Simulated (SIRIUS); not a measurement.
Runs of SIRIUS 7.12.0 on LiH. It takes space group Fm-3m (No. 225, cubic). The conventional cell has a = 4.074 Å, b = 4.074 Å, c = 4.074 Å, α = 90.00°, β = 90.00°, γ = 90.00°. Li (site symmetry m-3m) is surrounded by 6 H at 2.04 Å. Around H (site symmetry m-3m) lie 6 Li at 2.04 Å. 

```tsv
task	level	spin	reference energy of the basis	second variation	coordinate units	gap on the mesh (eV)
band structure	PBE	off	-0 Ha	-	-	3.23
band structure	PBEsol	off	-0 Ha	-	-	2.99
single point	EV93PW91	collinear, ferromagnetic start	0.01 Ha	no	lattice	(a)
band structure	LDA	off	-0 Ha	-	-	2.85
```

Alike in all rows: potentials or basis all-electron FP-LAPW, apw+lo standard; cell as given; k mesh 11 × 11 × 11; cutoff (eV) 168; smearing fermi-dirac 0.05 eV.

Question: Fill in the values left out.

Answer: (a) 3.95.

Caveats: the mesh misses the band edges, which the band path finds closer together (some runs); an odd mesh through Γ misses points on the zone boundary, where band edges often lie (some runs).

Not every run made on this cell is shown here.
